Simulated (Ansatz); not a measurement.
# Te on Nb(100): change of the work function, part 5 of 5

How does Te on the bridge site change the work function of Nb(100) as the layer fills?

Ansatz 0.2.0; plane-wave DFT, PBE, Ansatz PAW (the session's first sound run).

So far, work function, upper face (eV): step 2 (the clean slab) 3.60; step 5 (the covered slab, k-mesh 9×9×1, coverage 1 ML) 4.64; step 7 (the slab at 0.25 ML, atoms frozen) 4.63; step 8 (the substrate of the 0.25 ML cell alone) 3.63; step 9 (the adsorbate layer of the 0.25 ML cell alone) 5.27.

### 11. The same run with other settings

This step: plane-wave DFT, PBE, Ansatz PAW, but for the change named below (Ansatz 0.2.0).

System of this step: Te/Nb(100). The cell holds 6 atoms: 5 Nb and 1 Te. Its edges and angles: a = 3.300 Å, b = 3.300 Å, c = 27.145 Å, α = 90.0°, β = 90.0°, γ = 90.0°. Vacuum lies along c.

A run with a changed input: it repeats the earlier run at 1 ML with hamiltonian.dispersion to d3bj and scf.lower_state_search to off.

Contents of input.yaml:

```yaml
crystal:
  lattice:
    - [3.3, 0.0, 0.0]
    - [0.0, 3.3, 0.0]
    - [0.0, 0.0, 27.1450980214]
  atoms:
    - { symbol: Nb, position: [0.0, 0.0, 0.3315515749] }
    - { symbol: Nb, position: [0.5, 0.5, 0.3923360304] }
    - { symbol: Nb, position: [0.0, 0.0, 0.4530995762] }
    - { symbol: Nb, position: [0.5, 0.5, 0.5155401631] }
    - { symbol: Nb, position: [0.0, 0.0, 0.5686917976] }
    - { symbol: Te, position: [0.5, 0.0, 0.6684484251] }
kpoints:
  mp_grid: { grid: [9, 9, 1] }
hamiltonian:
  xc: pbe
  dispersion: d3bj
scf:
  occupations: { method: fermi_dirac, width: 0.1 }
  convergence: { dr2_threshold: 1.0e-08 }
  lower_state_search: "off"
efield:
  axis: 3
  dipole_correction: true
  ramp_position: 0.97
  ramp_width: 0.06
relax:
  f_tol: 0.02
  max_steps: 60
  constraints: [{ sites: [0, 1] }]
output:
  bader: true
  write_potential: true
  write_density: true
  volumetric_format: npy
```

Launch:

```console
> ansatz run input.yaml --threads 4 --pin off --max-ram 12288MiB --backend cpu --events-out ev --progress --plain --runs-dir out
```

Numbers of over 12 decimals in the logs are rounded to 6 here.

The program printed:

```text
[...]
Crystal: 6 atoms, lattice volume = 295.610 Å³
Basis set: ecut = 420 eV, 5859 PW (Γ), exchange–correlation on 48×48×384 points (8 copies of the dense FFT grid, shifted against one another)
Bands: 49, of which v1, the nominal top of the filled ones, is band 41 counted from 1 (40 counted from 0)
Symmetry: 4 space group operations
[...]
k-points: 25 of 81
[...]
SCF iter   1: F=—  HF=-29742.599316 eV  |F-HF|=—  |Δ(HF+E_count)|=         —  Δρ=7.55e-3  dr2=3.06e0  ethr=1.77e-3  p=-0.058 e·Å  D=-3.55e-2 V/Å  ΔV_dip=0.96 eV  dr2_dipole=4.33e-3  V_vac-E_F(+/−)=4.98/4.02 eV  ⟨swp⟩=8.2  Hψ=5406  notcnv=0
[...]
SCF iter   9: F=-29742.499552 eV  HF=-29742.499552 eV  |F-HF|=2.19e-9  |Δ(HF+E_count)|=   9.56e-9  Δρ=1.06e-6  dr2=9.74e-9  ethr=1.23e-11  p=-0.054 e·Å  D=-3.33e-2 V/Å  ΔV_dip=0.90 eV  dr2_dipole=1.99e-11  V_vac-E_F(+/−)=4.63/3.73 eV  ⟨swp⟩=8.3  Hψ=8896  notcnv=0
SCF 1 converged in 9 iterations: F = -29742.499552 eV  dr2 = 9.74e-9
[...]
relax step   1: F+E_penalty+E_count = -29742.49955219 eV  Δ(F+E_penalty+E_count) = +0.000e0 eV  max|allowed force component| = 1.600e0 eV/Å  Δτ_max = 0.0000 Å  (9 SCF iters, accepted)
[...]
SCF iter   9: F=-29742.815125 eV  HF=-29742.815125 eV  |F-HF|=5.33e-9  |Δ(HF+E_count)|=   5.22e-8  Δρ=7.03e-7  dr2=1.71e-9  ethr=1.23e-11  p=-0.053 e·Å  D=-3.27e-2 V/Å  ΔV_dip=0.89 eV  dr2_dipole=1.69e-10  V_vac-E_F(+/−)=4.61/3.72 eV  ⟨swp⟩=9.5  Hψ=8368  notcnv=0
SCF 2 converged in 9 iterations: F = -29742.815125 eV  dr2 = 1.71e-9
relax step   2: F+E_penalty+E_count = -29742.81512530 eV  Δ(F+E_penalty+E_count) = -3.156e-1 eV  max|allowed force component| = 5.627e-1 eV/Å  Δτ_max = 0.1946 Å  (9 SCF iters, accepted)
[...]
SCF iter   8: F=-29742.849525 eV  HF=-29742.849525 eV  |F-HF|=2.77e-8  |Δ(HF+E_count)|=   2.54e-7  Δρ=1.65e-6  dr2=9.59e-9  ethr=1.23e-11  p=-0.056 e·Å  D=-3.45e-2 V/Å  ΔV_dip=0.94 eV  dr2_dipole=4.54e-10  V_vac-E_F(+/−)=4.66/3.73 eV  ⟨swp⟩=8.7  Hψ=9281  notcnv=0
SCF 3 converged in 8 iterations: F = -29742.849525 eV  dr2 = 9.59e-9
relax step   3: F+E_penalty+E_count = -29742.84952504 eV  Δ(F+E_penalty+E_count) = -3.440e-2 eV  max|allowed force component| = 5.645e-1 eV/Å  Δτ_max = 0.1948 Å  (8 SCF iters, accepted)
[...]
relax step   4: F+E_penalty+E_count = -29742.86570570 eV  Δ(F+E_penalty+E_count) = -1.618e-2 eV  max|allowed force component| = 2.384e-1 eV/Å  Δτ_max = 0.1400 Å  (9 SCF iters, accepted)
[...]
relax step   5: F+E_penalty+E_count = -29742.87488405 eV  Δ(F+E_penalty+E_count) = -9.178e-3 eV  max|allowed force component| = 2.392e-2 eV/Å  Δτ_max = 0.0617 Å  (8 SCF iters, accepted)
SCF iter   1: F=—  HF=-29742.874669 eV  |F-HF|=—  |Δ(HF+E_count)|=         —  Δρ=1.26e-4  dr2=1.22e-4  ethr=4.77e-6  p=-0.055 e·Å  D=-3.38e-2 V/Å  ΔV_dip=0.92 eV  dr2_dipole=4.58e-6  V_vac-E_F(+/−)=4.64/3.72 eV  ⟨swp⟩=2.2  Hψ=1900  notcnv=0
[...]
SCF iter   5: F=-29742.874921 eV  HF=-29742.874921 eV  |F-HF|=6.93e-9  |Δ(HF+E_count)|=   1.64e-8  Δρ=1.14e-6  dr2=4.91e-9  ethr=1.23e-11  p=-0.055 e·Å  D=-3.38e-2 V/Å  ΔV_dip=0.92 eV  dr2_dipole=2.48e-11  V_vac-E_F(+/−)=4.64/3.72 eV  ⟨swp⟩=10.2  Hψ=8982  notcnv=0
SCF 6 converged in 5 iterations: F = -29742.874921 eV  dr2 = 4.91e-9
relax step   6: F+E_penalty+E_count = -29742.87492142 eV  Δ(F+E_penalty+E_count) = -3.737e-5 eV  max|allowed force component| = 1.279e-3 eV/Å  Δτ_max = 0.0024 Å  (5 SCF iters, accepted)
[...]
WARN: The input density's exchange-correlation potential varies sharply where the density is thin. Do not read a vacuum level from v_tot or v_xc, or from such a field of the output density. On a cell that repeats whose density bears no net charge and no dipole along the vacuum's axis use v_es (v_loc + v_h of the components); under efield.dipole_correction with no amplitude use v_es + v_field, which holds any external [...]
SCF converged after 5 iterations
Free energy (F): -29742.874921 eV
[...]
Internal energy: -29742.634728 eV  (E = F + TS)
E sigma→0 (E₀):  -29742.754825 eV
Entropy (-TS):   -0.240193 eV (-40.032 meV/atom)
Fermi energy:    4.113683 eV
Dipole field:    D = -0.033791 V/Å  (p = -0.055203 e·Å, saw-weighted, corrected)
Work function:   Φ+ = 4.6410 eV   Φ− = 3.7237 eV
[...]
--- Forces (eV/Å), atoms counted from 1 ---
  atom   1  Nb     0.00000000     0.00000000     1.26852493
  atom   2  Nb     0.00000000     0.00000000    -1.26971231
  atom   3  Nb     0.00000000     0.00000000     0.00127874
  atom   4  Nb     0.00000000     0.00000000    -0.00077201
  atom   5  Nb     0.00000000     0.00000000    -0.00002716
  atom   6  Te     0.00000000     0.00000000     0.00069334
  max |Σ_I F_I| component: 1.45e-5 eV/Å
--- Band table (eV; the first three rows and the last of 25) ---
  k-point 0: bands = [... 37 lower, 4.2751, 4.3170, 4.3211, 4.4704, 4.6724, 4.7356, 4.7357, 5.1867, ... 4 higher]
  k-point 1: bands = [... 37 lower, 4.0083, 4.0296, 4.1818, 4.1993, 4.6435, 4.6744, 5.1763, 5.1879, ... 4 higher]
  k-point 2: bands = [... 37 lower, 3.3692, 3.8158, 4.0339, 4.2007, 4.3022, 4.8548, 5.0644, 5.2254, ... 4 higher]
  k-point 24: bands = [... 37 lower, 2.9926, 3.1454, 3.4696, 4.1178, 4.7016, 5.5973, 6.1501, 6.2249, ... 4 higher]
--- Relaxed structure (6 steps of the walk, 6 accepted, 0 SCFs on fresh bases) ---
  F+E_penalty+E_count = -29742.87492142 eV   max|allowed force component| = 1.279e-3 eV/Å
  atoms:
    - { symbol: Nb, position: [0.0, 0.0, 0.3315515749] }
    - { symbol: Nb, position: [0.5, 0.5, 0.3923360304] }
    - { symbol: Nb, position: [0.0, 0.0, 0.451826] }
    - { symbol: Nb, position: [0.5, 0.5, 0.512312] }
    - { symbol: Nb, position: [0.0, 0.0, 0.570067] }
    - { symbol: Te, position: [0.5, 0.0, 0.653829] }
--- Bader charges: 6 sites ---
  site symbol  charge [e]  shift [e]
     0     Nb     -0.0831     0.0000
     1     Nb      0.0411     0.0000
     2     Nb      0.0759     0.0000
     3     Nb     -0.0206     0.0000
     4     Nb      0.3379     0.0001
     5     Te     -0.3511     0.0001
  estimated error of the sums over rays = 6.7e-4 e
```

Run time: 60 s. Hardware: 4 threads of Arm Neoverse V1, shared host; peak memory 0.75 GiB.

Step by step:

```
step  energy less that of the first step (eV)  largest force component (eV/Å)
   1                                   0.0000                          1.6003
   2                                  -0.3156                          0.5627
   3                                  -0.3500                          0.5645
   4                                  -0.3662                          0.2384
   5                                  -0.3753                          0.0239
   6                                  -0.3754                          0.0013
```

The run keeps the 4 symmetry operations that it works with, so distortions that break them were not tested.

The atoms that moved most (Å):

```
atom     dx     dy      dz  length
 Te6  0.000  0.000  -0.397   0.397
 Nb4  0.000  0.000  -0.088   0.088
 Nb5  0.000  0.000   0.037   0.037
 Nb3  0.000  0.000  -0.035   0.035
```

The relaxed structure:

```
Nb Te
1.0
     3.30000    0.00000    0.00000
     0.00000    3.30000    0.00000
     0.00000    0.00000   27.14510
Nb Te
5 1
Direct
  0.00000 0.00000 0.33155
  0.50000 0.50000 0.39234
  0.00000 0.00000 0.45183
  0.50000 0.50000 0.51231
  0.00000 0.00000 0.57007
  0.50000 0.00000 0.65383
```

This step gave:

- energy at zero smearing: -29742.7548 eV
- work function, upper face: 4.641 eV
- work function, lower face: 3.724 eV
- dipole along the normal: -0.05520 e·Å
- step between the vacuum levels: 0.9173 eV

```
                      quantity  this run  earlier run  difference
work function, upper face (eV)     4.641        4.636      0.0045
work function, lower face (eV)     3.724        3.726     -0.0028
 dipole along the normal (e·Å)  -0.05520     -0.05476     -4.4e-4
```

What moves beyond 0.01 in its unit (for the dipole 0.5 % and 5e-5 e·Å): dipole along the normal (-0.000441 e·Å).

### 12. A changed input: scf.lower_state_search = "off"

This step: plane-wave DFT, PBE, Ansatz PAW (Ansatz 0.2.0).

System of this step: Nb(100). The cell holds 5 atoms: 5 Nb. Cell: a = 3.300 Å, b = 3.300 Å, c = 24.600 Å, α = 90.0°, β = 90.0°, γ = 90.0°. Vacuum lies along c.

Another changed input: it repeats the earlier run at 0 ML with scf.lower_state_search to off.

input.yaml, the sections that differ from step 11:

```yaml
crystal:
  lattice:
    - [3.3, 0.0, 0.0]
    - [0.0, 3.3, 0.0]
    - [0.0, 0.0, 24.6]
  atoms:
    - { symbol: Nb, position: [0.0, 0.0, 0.3658536585] }
    - { symbol: Nb, position: [0.5, 0.5, 0.4329268293] }
    - { symbol: Nb, position: [0.0, 0.0, 0.5] }
    - { symbol: Nb, position: [0.5, 0.5, 0.5670731707] }
    - { symbol: Nb, position: [0.0, 0.0, 0.6341463415] }
hamiltonian:
  xc: pbe
output:
  write_potential: true
  write_density: true
  volumetric_format: npy
# kpoints, scf, efield, relax: as in step 11
```

The program printed:

```text
[...]
Crystal: 5 atoms, lattice volume = 267.894 Å³
Basis set: ecut = 420 eV, 5307 PW (Γ), exchange–correlation on 48×48×360 points (8 copies of the dense FFT grid, shifted against one another)
Bands: 39, of which v1, the nominal top of the filled ones, is band 33 counted from 1 (32 counted from 0)
Symmetry: 8 space group operations
k-points: 15 of 81
[...]
SCF iter   1: F=—  HF=-22758.152780 eV  |F-HF|=—  |Δ(HF+E_count)|=         —  Δρ=8.16e-3  dr2=2.43e0  ethr=1.77e-3  p=0.000 e·Å  D=1.38e-14 V/Å  ΔV_dip=-0.00 eV  dr2_dipole=4.47e-9  V_vac-E_F(+/−)=3.96/3.96 eV  ⟨swp⟩=8.3  Hψ=2741  notcnv=0
[...]
SCF iter  10: F=-22758.066415 eV  HF=-22758.066415 eV  |F-HF|=7.02e-10  |Δ(HF+E_count)|=   7.63e-9  Δρ=4.56e-7  dr2=9.39e-10  ethr=1.54e-11  p=0.000 e·Å  D=6.66e-9 V/Å  ΔV_dip=-0.00 eV  dr2_dipole=3.45e-14  V_vac-E_F(+/−)=3.72/3.72 eV  ⟨swp⟩=9.4  Hψ=4138  notcnv=0
SCF 1 converged in 10 iterations: F = -22758.066415 eV  dr2 = 9.39e-10
[...]
relax step   1: F+E_penalty+E_count = -22758.06641517 eV  Δ(F+E_penalty+E_count) = +0.000e0 eV  max|allowed force component| = 1.217e0 eV/Å  Δτ_max = 0.0000 Å  (10 SCF iters, accepted)
[...]
SCF iter   1: F=—  HF=-22758.313614 eV  |F-HF|=—  |Δ(HF+E_count)|=         —  Δρ=1.56e-2  dr2=4.91e0  ethr=3.10e-3  p=-0.000 e·Å  D=-8.85e-8 V/Å  ΔV_dip=0.00 eV  dr2_dipole=1.00e0  V_vac-E_F(+/−)=3.81/3.81 eV  ⟨swp⟩=5.9  Hψ=1586  notcnv=0
[...]
SCF iter   9: F=-22758.101632 eV  HF=-22758.101632 eV  |F-HF|=4.57e-9  |Δ(HF+E_count)|=   6.38e-8  Δρ=1.31e-6  dr2=8.79e-9  ethr=1.54e-11  p=0.010 e·Å  D=7.08e-3 V/Å  ΔV_dip=-0.17 eV  dr2_dipole=2.57e-10  V_vac-E_F(+/−)=3.56/3.73 eV  ⟨swp⟩=10.5  Hψ=4497  notcnv=0
SCF 2 converged in 9 iterations: F = -22758.101632 eV  dr2 = 8.79e-9
relax step   2: F+E_penalty+E_count = -22758.10163206 eV  Δ(F+E_penalty+E_count) = -3.522e-2 eV  max|allowed force component| = 1.379e0 eV/Å  Δτ_max = 0.1948 Å  (9 SCF iters, accepted)
SCF iter   1: F=—  HF=-22758.329915 eV  |F-HF|=—  |Δ(HF+E_count)|=         —  Δρ=1.21e-2  dr2=4.80e0  ethr=3.10e-3  p=0.010 e·Å  D=7.08e-3 V/Å  ΔV_dip=-0.17 eV  dr2_dipole=1.19e0  V_vac-E_F(+/−)=3.52/3.69 eV  ⟨swp⟩=4.1  Hψ=1327  notcnv=0
[...]
SCF iter  10: F=-22758.195919 eV  HF=-22758.195919 eV  |F-HF|=9.24e-10  |Δ(HF+E_count)|=   7.48e-9  Δρ=3.88e-7  dr2=1.05e-9  ethr=1.54e-11  p=0.008 e·Å  D=5.20e-3 V/Å  ΔV_dip=-0.13 eV  dr2_dipole=2.27e-10  V_vac-E_F(+/−)=3.60/3.73 eV  ⟨swp⟩=9.3  Hψ=3938  notcnv=0
SCF 3 converged in 10 iterations: F = -22758.195919 eV  dr2 = 1.05e-9
relax step   3: F+E_penalty+E_count = -22758.19591868 eV  Δ(F+E_penalty+E_count) = -9.429e-2 eV  max|allowed force component| = 1.269e-1 eV/Å  Δτ_max = 0.1441 Å  (10 SCF iters, accepted)
[...]
relax step   4: F+E_penalty+E_count = -22758.19708954 eV  Δ(F+E_penalty+E_count) = -1.171e-3 eV  max|allowed force component| = 6.700e-2 eV/Å  Δτ_max = 0.0469 Å  (9 SCF iters, accepted)
SCF iter   1: F=—  HF=-22758.199585 eV  |F-HF|=—  |Δ(HF+E_count)|=         —  Δρ=1.62e-3  dr2=5.08e-2  ethr=1.11e-3  p=0.008 e·Å  D=5.28e-3 V/Å  ΔV_dip=-0.13 eV  dr2_dipole=7.96e-3  V_vac-E_F(+/−)=3.60/3.73 eV  ⟨swp⟩=2.0  Hψ=866  notcnv=0
[...]
SCF iter   8: F=-22758.197976 eV  HF=-22758.197976 eV  |F-HF|=3.96e-9  |Δ(HF+E_count)|=   1.21e-8  Δρ=7.47e-7  dr2=7.49e-9  ethr=1.54e-11  p=0.008 e·Å  D=5.37e-3 V/Å  ΔV_dip=-0.13 eV  dr2_dipole=9.30e-11  V_vac-E_F(+/−)=3.60/3.73 eV  ⟨swp⟩=10.1  Hψ=4184  notcnv=0
SCF 5 converged in 8 iterations: F = -22758.197976 eV  dr2 = 7.49e-9
relax step   5: F+E_penalty+E_count = -22758.19797595 eV  Δ(F+E_penalty+E_count) = -8.864e-4 eV  max|allowed force component| = 5.359e-3 eV/Å  Δτ_max = 0.0206 Å  (8 SCF iters, accepted)
[...]
SCF converged after 8 iterations
Free energy (F): -22758.197976 eV
[...]
Internal energy: -22757.985133 eV  (E = F + TS)
E sigma→0 (E₀):  -22758.091555 eV
Entropy (-TS):   -0.212843 eV (-42.569 meV/atom)
Fermi energy:    3.748562 eV
Dipole field:    D = 0.005361 V/Å  (p = 0.007936 e·Å, saw-weighted, corrected)
Work function:   Φ+ = 3.5958 eV   Φ− = 3.7277 eV
[...]
--- Forces (eV/Å), atoms counted from 1 ---
  atom   1  Nb    -0.00000000     0.00000000     1.26458862
  atom   2  Nb     0.00000000     0.00000000    -1.26310948
  atom   3  Nb     0.00000000     0.00000000     0.00529079
  atom   4  Nb    -0.00000000     0.00000000    -0.00139643
  atom   5  Nb    -0.00000000     0.00000000    -0.00535939
  max |Σ_I F_I| component: 1.41e-5 eV/Å
--- Band table (eV; the first three rows and the last of 15) ---
  k-point 0: bands = [... 29 lower, 3.9219, 3.9219, 3.9244, 3.9792, 4.1223, 4.1223, 4.5549, 4.6194, ... 2 higher]
  k-point 1: bands = [... 29 lower, 3.4975, 3.6550, 3.7824, 3.9268, 4.1090, 4.2711, 4.3199, 4.6018, ... 2 higher]
  k-point 2: bands = [... 29 lower, 3.0734, 3.1467, 3.5648, 3.7063, 3.9830, 4.0134, 4.8220, 5.1360, ... 2 higher]
  k-point 14: bands = [... 29 lower, 2.7110, 2.7228, 3.7009, 3.8106, 5.5898, 5.6032, 5.8604, 5.9061, ... 2 higher]
--- Relaxed structure (5 steps of the walk, 5 accepted, 0 SCFs on fresh bases) ---
  F+E_penalty+E_count = -22758.19797595 eV   max|allowed force component| = 5.359e-3 eV/Å
  atoms:
    - { symbol: Nb, position: [0.0, 0.0, 0.365854] }
    - { symbol: Nb, position: [0.5, 0.5, 0.432927] }
    - { symbol: Nb, position: [0, 0.0, 0.499977] }
    - { symbol: Nb, position: [0.5, 0.5, 0.568878] }
    - { symbol: Nb, position: [0, 0.0, 0.627528] }
```

Wall time 18 s (4 threads); peak memory 0.59 GiB.

Relaxation path:

```
step  energy less that of the first step (eV)  largest force component (eV/Å)
   1                                   0.0000                          1.2171
   2                                  -0.0352                          1.3788
   3                                  -0.1295                          0.1269
   4                                  -0.1307                          0.0670
   5                                  -0.1316                          0.0054
```

The run keeps the 8 symmetry operations that it works with, so distortions that break them were not tested.

The atoms that moved most (Å):

```
atom     dx     dy      dz  length
 Nb5  0.000  0.000  -0.163   0.163
 Nb4  0.000  0.000   0.044   0.044
```

Final coordinates:

```xyz
5
Lattice="3.3000 0.0000 0.0000 0.0000 3.3000 0.0000 0.0000 0.0000 24.6000" Properties=species:S:1:pos:R:3
Nb    0.0000    0.0000    9.0000
Nb    1.6500    1.6500   10.6500
Nb    0.0000    0.0000   12.2994
Nb    1.6500    1.6500   13.9944
Nb    0.0000    0.0000   15.4372
```

Numbers from this step:

- energy at zero smearing: -22758.0916 eV
- work function, upper face: 3.596 eV
- work function, lower face: 3.728 eV
- dipole along the normal: 0.007936 e·Å
- step between the vacuum levels: -0.1319 eV

```
                      quantity  this run  earlier run  difference
work function, upper face (eV)     3.596        3.596           0
work function, lower face (eV)     3.728        3.728           0
 dipole along the normal (e·Å)  0.007936     0.007936           0
```

Nothing in the table moves by 0.01 in its unit (for the dipole 0.5 % and 5e-5 e·Å).

### 13. Outcome

```
work function of the clean face                                                           : 3.60 eV
work function at 0.25 ML                                                                  : 4.63 eV
work function at 0.5 ML                                                                   : 4.95 eV
work function at 1 ML                                                                     : 4.64 eV
dipole per adsorbate at 0.25 ML, positive end outwards                                    : -1.20 D
step of the potential from the moved charge at 0.25 ML, upper less lower side, atoms held : 1.00 eV
```

What this shows: Te raises the work function of Nb(100) at the lowest coverage, by 1.03 eV: the adsorbate layer has its negative end outwards. The dipole per adsorbate falls from 1.20 to 0.30 D as the layer fills. Neighbouring dipoles depolarise each other, and heights and bonding change with coverage too. The slab has 5 layers, at the tabulated experimental lattice constant, one starting site was run, and quantum-size effects of a slab this thin can reach one or two tenths of an eV.

[Logs are printed without paths, hosts, clocks, repeated set-up lines and the standing remarks that a program may print on its own settings, such as how far it seeks lower states.]

[Hosts, paths, dates, database ids (printed as entryN), source tags and the programs' standing remarks are cut or masked in the printed files.]

[Maps of the electrostatic potential energy from Ansatz leave out the sawtooth potential of an applied field or a dipole correction, so their vacuum need not be flat; planar profiles and work functions include it.]
